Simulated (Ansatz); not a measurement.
RbBr: projected DOS by orbital

```yaml
crystal:
  lattice:
    - [0.00000, 3.42750, 3.42750]
    - [3.42750, 0.00000, 3.42750]
    - [3.42750, 3.42750, 0.00000]
  atoms:
    - { symbol: Rb, position: [0.00000, 0.00000, 0.00000] }
    - { symbol: Br, position: [0.50000, 0.50000, 0.50000] }
```

Atom numbers follow the list: Rb1, Br2.

The cell is COD entry 1010048, as deposited and not checked against the literature; nothing was relaxed. It is an old determination, and later ones may differ.

The calculation used DFT, PBE, all-electron LAPW, scalar-relativistic in Ansatz 0.2.0.

Sampling and basis: a Γ-centred 6×6×6 k mesh, Fermi–Dirac smearing of 0.02 eV, basis error target 1 meV/atom, no spin polarisation.

States per eV for one atom of each kind, in 0.4 eV bins named by their centres, from the valence-band top, projected on a minimal set of Löwdin-orthogonalised atomic shells; orbitals are real harmonics on the Cartesian axes, equal curves share a column, and empty bins are left out, as is all above 7.0 eV, near the top of the computed bands.

Rb1 4p:

```
# E all pz=px=py
-8.5 14.75 4.92
-0.9 0.01 0.00
-0.5 0.07 0.02
-0.1 0.06 0.02
```

Br2 4p:

```
# E all pz=px=py
-8.5 0.14 0.05
-0.9 1.49 0.50
-0.5 6.43 2.14
-0.1 6.39 2.13
5.1 0.01 0.00
5.5 0.02 0.01
5.9 0.03 0.01
6.3 0.04 0.01
6.7 0.06 0.02
```

Rb1 5s:

```
# E all
-8.5 0.01
-0.9 0.18
-0.5 0.22
-0.1 0.01
4.7 0.03
5.1 0.12
5.5 0.19
5.9 0.31
6.3 0.38
6.7 0.56
```
